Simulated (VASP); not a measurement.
# Co: formation energy of interstitial C, part 3 of 4

How easily does interstitial C form in Co? The host is relaxed first, then a supercell is run with and without the defect.

VASP 6.6.1, plane waves and PAW; the level of theory is named at each step.

So far. Step 2 (Relaxing the host crystal): The run ended after 5 ionic steps, 0.078 eV below its first step, once forces and stress met EDIFFG = -0.02. Step 3 (Relax the host again, on a new basis): The start already met the threshold, so nothing moved.

**4. The supercell without the defect (continued)**

Level of this step: PBEsol, spin-polarised from a ferromagnetic start; plane waves and PAW (Co) (VASP).

OUTCAR, selected parts (step 4):

```text
  LATTYP: Found a hexagonal cell.
 ALAT       =     7.3596237459
 C/A-ratio  =     1.0759589451

 Found     15 irreducible k-points:

   k-points           NKPTS =     15   k-points in BZ     NKDIM =     15   number of bands    NBANDS=    234

   dimension x,y,z NGX =    36 NGY =   36 NGZ =   40
   dimension x,y,z NGXF=    72 NGYF=   72 NGZF=   80

   ENCUT  =  400.0 eV  29.40 Ry    5.42 a.u.  12.00 12.00 12.91*2*pi/ulx,y,z

   NELECT =     324.0000    total number of electrons

 E-fermi :  10.7875

 spin component 1
 k-point     1 :       0.0000    0.0000    0.0000
  band No.  band energies     occupation
    ...
    186      10.2943      1.00135
    187      10.2943      1.00135
    188      10.2943      1.00135
    189      10.2943      1.00135
    190      10.6557      0.94471
    191      10.9709     -0.01420
    192      10.9709     -0.01420
    193      10.9709     -0.01420
    194      10.9709     -0.01420
    195      10.9709     -0.01420
    ...

 k-point     2 :       0.2000    0.0000    0.0000
  band No.  band energies     occupation
    ...
    187      10.5454      1.03543
    188      10.5454      1.03543
    189      10.5570      1.03457
    190      10.5570      1.03457
    191      10.7693      0.57686
    192      10.8344      0.30771
    193      10.8344      0.30771
    194      10.8344      0.30771
    195      10.8344      0.30770
    196      11.4642     -0.00001
    ...

 k-point     3 :       0.4000    0.0000    0.0000
  band No.  band energies     occupation
    ...
    184      10.2562      1.00056
    185      10.2928      1.00130
    186      10.2928      1.00130
    187      10.3254      1.00259
    188      10.3493      1.00411
    189      10.8029      0.43504
    190      10.8029      0.43504
    191      10.8029      0.43504
    192      10.8029      0.43504
    193      11.4450     -0.00002
    ...

 k-point     4 :       0.2000    0.2000    0.0000
  band No.  band energies     occupation
    ...
    187      10.4361      1.01613
    188      10.4361      1.01613
    189      10.4361      1.01613
    190      10.5689      1.03228
    191      10.5689      1.03228
    192      11.5173     -0.00000
    193      11.5173     -0.00000
    194      11.5173     -0.00000
    195      11.5173     -0.00000
    196      11.5327     -0.00000
    ...

  Total       -0.6778608     -0.6778608     -1.4657426     -0.0000000     -0.0000000      0.0000000
  in kB       -2.9238692     -2.9238692     -6.3223003     -0.0000000     -0.0000000      0.0000000
  external PRESSURE =      -4.0566796 kB  Pullay stress =       0.0000000 kB

  energy-cutoff  :      400.00
  volume of cell :      371.44
      direct lattice vectors                 reciprocal lattice vectors
     7.359623746  0.000000000  0.000000000     0.135876511  0.078448340  0.000000000
    -3.679811873  6.373621126  0.000000000     0.000000000  0.156896681  0.000000000
     0.000000000  0.000000000  7.918653002     0.000000000  0.000000000  0.126284104

 POSITION                                       TOTAL-FORCE (eV/Angst)
 -----------------------------------------------------------------------------------
      0.00000      0.00000      0.00000         0.000000     -0.000000     -0.000000
      0.00000      0.00000      3.95933         0.000000     -0.000000     -0.000000
     -1.22660      2.12454      0.00000        -0.000000      0.000000     -0.000000
     -1.22660      2.12454      3.95933         0.000000      0.000000     -0.000000
     -2.45321      4.24908      0.00000        -0.000000     -0.000000      0.000000
     -2.45321      4.24908      3.95933        -0.000000     -0.000000      0.000000
      2.45321      0.00000      0.00000         0.000000     -0.000000      0.000000
      2.45321      0.00000      3.95933         0.000000     -0.000000     -0.000000
      1.22660      2.12454      0.00000        -0.000000      0.000000     -0.000000
      1.22660      2.12454      3.95933         0.000000      0.000000     -0.000000
     -0.00000      4.24908      0.00000        -0.000000      0.000000      0.000000
     -0.00000      4.24908      3.95933        -0.000000     -0.000000      0.000000
      4.90642      0.00000      0.00000         0.000000     -0.000000      0.000000
      4.90642      0.00000      3.95933         0.000000     -0.000000     -0.000000
      3.67981      2.12454      0.00000        -0.000000      0.000000     -0.000000
      3.67981      2.12454      3.95933         0.000000      0.000000     -0.000000
      2.45321      4.24908      0.00000        -0.000000      0.000000      0.000000
      2.45321      4.24908      3.95933        -0.000000      0.000000      0.000000
      0.00000      1.41636      1.97966        -0.000000      0.000000     -0.000000
      0.00000      1.41636      5.93899        -0.000000      0.000000     -0.000000
     -1.22660      3.54090      1.97966        -0.000000     -0.000000     -0.000000
     -1.22660      3.54090      5.93899         0.000000     -0.000000     -0.000000
     -2.45321      5.66544      1.97966        -0.000000     -0.000000      0.000000
     -2.45321      5.66544      5.93899         0.000000     -0.000000      0.000000
      2.45321      1.41636      1.97966        -0.000000      0.000000      0.000000
      2.45321      1.41636      5.93899         0.000000      0.000000      0.000000
      1.22660      3.54090      1.97966        -0.000000     -0.000000     -0.000000
      1.22660      3.54090      5.93899         0.000000     -0.000000     -0.000000
     -0.00000      5.66544      1.97966        -0.000000     -0.000000      0.000000
     -0.00000      5.66544      5.93899        -0.000000     -0.000000      0.000000
      4.90642      1.41636      1.97966        -0.000000      0.000000     -0.000000
      4.90642      1.41636      5.93899         0.000000      0.000000      0.000000
      3.67981      3.54090      1.97966         0.000000     -0.000000     -0.000000
      3.67981      3.54090      5.93899         0.000000      0.000000      0.000000
      2.45321      5.66544      1.97966        -0.000000     -0.000000      0.000000
      2.45321      5.66544      5.93899         0.000000     -0.000000      0.000000
 -----------------------------------------------------------------------------------
    total drift:                               -0.000000      0.000000     -0.000000

  FREE ENERGIE OF THE ION-ELECTRON SYSTEM (eV)
  ---------------------------------------------------
  free  energy   TOTEN  =      -278.5744962641 eV

  energy  without entropy=     -278.6041498804  energy(sigma->0) =     -278.58438080

 total charge
# of ion       s       p       d       tot
------------------------------------------
    1        0.511   0.571   7.290   8.372
    2        0.511   0.571   7.290   8.372
    3        0.511   0.571   7.290   8.372
    4        0.511   0.571   7.290   8.372
    5        0.511   0.571   7.290   8.372
    6        0.511   0.571   7.290   8.372
    7        0.511   0.571   7.290   8.372
    8        0.511   0.571   7.290   8.372
    9        0.511   0.571   7.290   8.372
   10        0.511   0.571   7.290   8.372
   11        0.511   0.571   7.290   8.372
   12        0.511   0.571   7.290   8.372
   13        0.511   0.571   7.290   8.372
   14        0.511   0.571   7.290   8.372
   15        0.511   0.571   7.290   8.372
   16        0.511   0.571   7.290   8.372
   17        0.511   0.571   7.290   8.372
   18        0.511   0.571   7.290   8.372
   19        0.511   0.571   7.290   8.372
   20        0.511   0.571   7.290   8.372
   21        0.511   0.571   7.290   8.372
   22        0.511   0.571   7.290   8.372
   23        0.511   0.571   7.290   8.372
   24        0.511   0.571   7.290   8.372
   25        0.511   0.571   7.290   8.372
   26        0.511   0.571   7.290   8.372
   27        0.511   0.571   7.290   8.372
   28        0.511   0.571   7.290   8.372
   29        0.511   0.571   7.290   8.372
   30        0.511   0.571   7.290   8.372
   31        0.511   0.571   7.290   8.372
   32        0.511   0.571   7.290   8.372
   33        0.511   0.571   7.290   8.372
   34        0.511   0.571   7.290   8.372
   35        0.511   0.571   7.290   8.372
   36        0.511   0.571   7.290   8.372
--------------------------------------------------
tot         18.408  20.543 262.440 301.391

 magnetization (x)
# of ion       s       p       d       tot
------------------------------------------
    1       -0.015  -0.051   1.654   1.589
    2       -0.015  -0.051   1.654   1.589
    3       -0.015  -0.051   1.654   1.589
    4       -0.015  -0.051   1.654   1.589
    5       -0.015  -0.051   1.654   1.589
    6       -0.015  -0.051   1.654   1.589
    7       -0.015  -0.051   1.654   1.589
    8       -0.015  -0.051   1.654   1.589
    9       -0.015  -0.051   1.654   1.589
   10       -0.015  -0.051   1.654   1.589
   11       -0.015  -0.051   1.654   1.589
   12       -0.015  -0.051   1.654   1.589
   13       -0.015  -0.051   1.654   1.589
   14       -0.015  -0.051   1.654   1.589
   15       -0.015  -0.051   1.654   1.589
   16       -0.015  -0.051   1.654   1.589
   17       -0.015  -0.051   1.654   1.589
   18       -0.015  -0.051   1.654   1.589
   19       -0.015  -0.051   1.654   1.589
   20       -0.015  -0.051   1.654   1.589
   21       -0.015  -0.051   1.654   1.589
   22       -0.015  -0.051   1.654   1.589
   23       -0.015  -0.051   1.654   1.589
   24       -0.015  -0.051   1.654   1.589
   25       -0.015  -0.051   1.654   1.589
   26       -0.015  -0.051   1.654   1.589
   27       -0.015  -0.051   1.654   1.589
   28       -0.015  -0.051   1.654   1.589
   29       -0.015  -0.051   1.654   1.589
   30       -0.015  -0.051   1.654   1.589
   31       -0.015  -0.051   1.654   1.589
   32       -0.015  -0.051   1.654   1.589
   33       -0.015  -0.051   1.654   1.589
   34       -0.015  -0.051   1.654   1.589
   35       -0.015  -0.051   1.654   1.589
   36       -0.015  -0.051   1.654   1.589
--------------------------------------------------
tot         -0.533  -1.821  59.544  57.190

[... 2 parts as in an earlier step ...]

[... 11 further parts left out ...]
```

Numbers from this step:

```
electronic cycles                                 : 16
electrons                                         : 324
free energy (TOTEN)                               : -278.5745 eV
energy at zero smearing                           : -278.5844 eV
moment of the cell, from the last line of the log : 57.00 μB
```

Spin moment in the PAW sphere by element, in μB:

```
element  atoms  mean  spread (r.m.s.)  least  largest
     Co     36  1.59             0.00   1.59     1.59
```

The atoms farthest from the mean of their element:

```csv
atom,"x, y, z (Å)",spin moment in the PAW sphere (μB)
Co1,"0.00, 0.00, 0.00",1.59
Co2,"0.00, 0.00, 3.96",1.59
Co3,"-1.23, 2.12, 0.00",1.59
Co4,"-1.23, 2.12, 3.96",1.59
Co5,"-2.45, 4.25, 0.00",1.59
Co6,"-2.45, 4.25, 3.96",1.59
Co7,"2.45, 0.00, 0.00",1.59
Co8,"2.45, 0.00, 3.96",1.59
```

The host is treated as a metal, as its relaxation found a gap under 0.3 eV or none, and only the neutral defect is run.

**5. Reference C**

This step: PBEsol; plane waves and PAW (C) (VASP 6.6.1).

System of this step: C. The structure is cubic, space group Fd-3m (No. 227). Conventional cell: a = 3.570 Å, b = 3.570 Å, c = 3.570 Å, α = 90.00°, β = 90.00°, γ = 90.00°. C has 4 C at 1.55 Å nearest.

The reference for C is its crystal, relaxed at the cutoff of the large cell.

Contents of INCAR:

```
SYSTEM = C
PREC = Normal
ENCUT = 400
EDIFF = 1E-05
NELM = 120
ISMEAR = 0
SIGMA = 0.1
LREAL = Auto
ALGO = Fast
GGA = PS
NBANDS = 10
LORBIT = 11
LWAVE = .FALSE.
LCHARG = .FALSE.
KPAR = 8
LASPH = .TRUE.
IBRION = 2
NSW = 25
ISIF = 3
EDIFFG = -0.02
POTIM = 0.4
```

Contents of POSCAR:

```
C
1.0
    0.0000000000      1.7850000000      1.7850000000
    1.7850000000      0.0000000000      1.7850000000
    1.7850000000      1.7850000000      0.0000000000
C
2
Direct
    0.0000000000      0.0000000000      0.0000000000
    0.2500000000      0.2500000000      0.2500000000
```

Contents of KPOINTS:

```
Automatic mesh
0
Gamma
13 13 13
0 0 0
```

The projector-augmented-wave data sets are C (PBE family, release 64).

Started as:

```sh
$ mpirun -np 8 vasp_std
```

The log of the run:

```text
[banner, memory and clock lines left out]
running    8 mpi-ranks, on    1 nodes
 distrk:  each k-point on    1 cores,    8 groups
 distr:  one band on    1 cores,    1 groups

 POSCAR found type information on POSCAR C
 POSCAR found :  1 types and       2 ions
 [... a notice as in an earlier step ...]

|                                                                             |
|               ----> ADVICE to this user running VASP <----                  |
|                                                                             |
|     You have a (more or less) 'small supercell' and for smaller cells       |
|     it is recommended to use the reciprocal-space projection scheme!        |
|     The real-space optimization is not efficient for small cells and it     |
|     is also less accurate ...                                               |
|     Therefore, set LREAL=.FALSE. in the INCAR file.                         |
|                                                                             |

 [... a notice as in an earlier step ...]

 LDA part: xc-table for (Slater+PW92), standard interpolation
 POSCAR, INCAR and KPOINTS ok, starting setup
 FFT: planning ... GRIDC
 FFT: planning ... GRID_SOFT
 FFT: planning ... GRID
 WAVECAR not read
 entering main loop
       N       E                     dE             d eps       ncg     rms          rms(c)
DAV:   1    -0.443189789700E+01   -0.44319E+01   -0.41853E+03  1754   0.636E+02
DAV:   2    -0.196317558377E+02   -0.15200E+02   -0.14511E+02  2296   0.107E+02
DAV:   3    -0.199059194078E+02   -0.27416E+00   -0.27373E+00  1984   0.113E+01
DAV:   4    -0.199063794862E+02   -0.46008E-03   -0.46006E-03  1818   0.543E-01
DAV:   5    -0.199063799242E+02   -0.43801E-06   -0.43800E-06  1912   0.162E-02    0.562E+00
RMM:   6    -0.194256565575E+02    0.48072E+00   -0.17913E-01  1680   0.309E+00    0.332E+00
RMM:   7    -0.192567879253E+02    0.16887E+00   -0.25611E-01  1680   0.388E+00    0.685E-01
RMM:   8    -0.192575596370E+02   -0.77171E-03   -0.77494E-03  1680   0.902E-01    0.602E-02
RMM:   9    -0.192576196239E+02   -0.59987E-04   -0.60963E-04  1674   0.234E-01    0.245E-02
RMM:  10    -0.192576291606E+02   -0.95367E-05   -0.63049E-05  1651   0.654E-02
   1 F= -.19257629E+02 E0= -.19257629E+02  d E =-.192576E+02
 curvature:   0.00 expect dE= 0.000E+00 dE for cont linesearch  0.000E+00
 trial: gam= 0.00000 g(F)=  0.262E-44 g(S)=  0.258E-01 ort = 0.000E+00 (trialstep = 0.100E+01)
 search vector abs. value=  0.258E-01
 bond charge predicted
       N       E                     dE             d eps       ncg     rms          rms(c)
DAV:   1    -0.192651555932E+02   -0.75360E-02   -0.40444E-01  1862   0.552E+00    0.588E-01
RMM:   2    -0.192603214300E+02    0.48342E-02   -0.40645E-03  1680   0.564E-01    0.324E-01
RMM:   3    -0.192583616650E+02    0.19598E-02   -0.24195E-03  1680   0.386E-01    0.334E-02
RMM:   4    -0.192583660544E+02   -0.43894E-05   -0.97465E-05  1669   0.105E-01
   2 F= -.19258366E+02 E0= -.19258366E+02  d E =-.736894E-03
 trial-energy change:   -0.000737  1 .order   -0.000151   -0.025811    0.025509
 step:   0.5200(harm=  0.5029)  dis= 0.00000  next Energy=   -19.264423 (dE=-0.679E-02)
 bond charge predicted
       N       E                     dE             d eps       ncg     rms          rms(c)
DAV:   1    -0.192659892312E+02   -0.76276E-02   -0.91460E-02  1790   0.260E+00    0.280E-01
RMM:   2    -0.192649071294E+02    0.10821E-02   -0.89370E-04  1680   0.262E-01    0.155E-01
RMM:   3    -0.192644698939E+02    0.43724E-03   -0.54436E-04  1680   0.182E-01    0.137E-02
RMM:   4    -0.192644702260E+02   -0.33216E-06   -0.22079E-05  1508   0.499E-02
   3 F= -.19264470E+02 E0= -.19264470E+02  d E =-.684107E-02
 curvature:  -0.25 expect dE=-0.827E-07 dE for cont linesearch -0.827E-07
 trial: gam=-0.00356 g(F)=  0.527E-44 g(S)=  0.329E-06 ort = 0.922E-04 (trialstep = 0.904E+00)
 search vector abs. value=  0.104E-09
 reached required accuracy - stopping structural energy minimisation
```

The job ended after 3.4 s (8 MPI ranks of AMD EPYC 7R43, shared host; peak memory 0.52 GiB; 20 s of CPU time).

Parts of OUTCAR (step 5):

```text
   k-points           NKPTS =     84   k-points in BZ     NKDIM =     84   number of bands    NBANDS=     10

   ENCUT  =  400.0 eV  29.40 Ry    5.42 a.u.   4.12  4.12  4.12*2*pi/ulx,y,z

   NELECT =       8.0000    total number of electrons

 E-fermi :  10.4670

 k-point     1 :       0.0000    0.0000    0.0000
  band No.  band energies     occupation
      1     -11.7974      2.00000
      2       9.9826      2.00000
      3       9.9837      2.00000
      4       9.9837      2.00000
      5      15.5671      0.00000
      6      15.5689      0.00000
      7      15.5689      0.00000
      8      23.7255      0.00000
      9      29.1484      0.00000
    ...

  Total       -0.0023845     -0.0023845     -0.0023845      0.0000000     -0.0000000     -0.0000000
  in kB       -0.3427092     -0.3427092     -0.3427092      0.0000000     -0.0000000     -0.0000000
  external PRESSURE =      -0.3427092 kB  Pullay stress =       0.0000000 kB

 POSITION                                       TOTAL-FORCE (eV/Angst)
 -----------------------------------------------------------------------------------
      0.00000      0.00000      0.00000         0.000000      0.000000      0.000000
      0.88652      0.88652      0.88652        -0.000000     -0.000000     -0.000000
 -----------------------------------------------------------------------------------
    total drift:                               -0.000000     -0.000000      0.000000

  FREE ENERGIE OF THE ION-ELECTRON SYSTEM (eV)
  ---------------------------------------------------
  free  energy   TOTEN  =       -19.2644702260 eV

  energy  without entropy=      -19.2644702260  energy(sigma->0) =      -19.26447023

[... 1 part as in an earlier step ...]

[... 15 further parts left out ...]
```

CONTCAR:

```
C
   1.00000000000000
    -0.0000000000000000    1.7730391950963442    1.7730391950963442
     1.7730391950963442    0.0000000000000000    1.7730391950963442
     1.7730391950963442    1.7730391950963442    0.0000000000000000
  C
     2
Direct
     0.0000000000000000    0.0000000000000000    0.0000000000000000
     0.2500000000000000    0.2500000000000000    0.2500000000000000
```

The gap is read on the k-mesh alone, so it is an upper bound where the band edges lie off the mesh. The run keeps the 48 symmetry operations of its start, so it cannot find a distortion of lower symmetry.

Step by step:

```
step  energy less that of the first step (eV)  largest force (eV/Å)  pressure (GPa)  volume (Å³)
   1                                   0.0000                0.0000           -9.41        11.37
   2                                  -0.0007                0.0000            9.66        10.94
   3                                  -0.0068                0.0000           -0.03        11.15
```

```
conventional cell, symmetrised  before  after  change
                         a (Å)   3.570  3.546  -0.7 %
                         b (Å)   3.570  3.546  -0.7 %
                         c (Å)   3.570  3.546  -0.7 %
              volume (Å³/atom)    5.69   5.57  -2.0 %
```

The relaxed structure:

```xyz
2
Lattice="0.0000 1.7730 1.7730 1.7730 0.0000 1.7730 1.7730 1.7730 0.0000" Properties=species:S:1:pos:R:3 pbc="T T T"
C     0.0000    0.0000    0.0000
C     0.8865    0.8865    0.8865
```

Numbers from this step:

| Quantity | Value |
| --- | --- |
| electronic cycles | 18 |
| electrons | 8 |
| free energy (TOTEN) | -19.26 eV |
| Fermi energy | 10.47 eV |
| labelled metallic, from the levels on this mesh | no |
| gap on the k-mesh | 4.030 eV |
| least direct gap on the k-mesh | 5.583 eV |

The run ended after 3 ionic steps, 0.007 eV below its first step, once forces and stress met EDIFFG = -0.02.

Energy at zero smearing: -19.26447 eV.

[end of part 3 of 4]

[Lines on the potential files, build, host, timing and source positions are cut from VASP's logs without a mark.]

[Logs are printed without paths, hosts, clocks, repeated set-up lines and the standing remarks that a program may print on its own settings, such as how far it seeks lower states.]

[Hosts, paths, dates, database ids (printed as entryN), source tags and the programs' standing remarks are cut or masked in the printed files.]

[In band tables of VASP the shares of atoms and orbitals are scaled to a sum of 1 inside the atoms' spheres.]

[Runs that stopped without an error message from VASP are left out.]
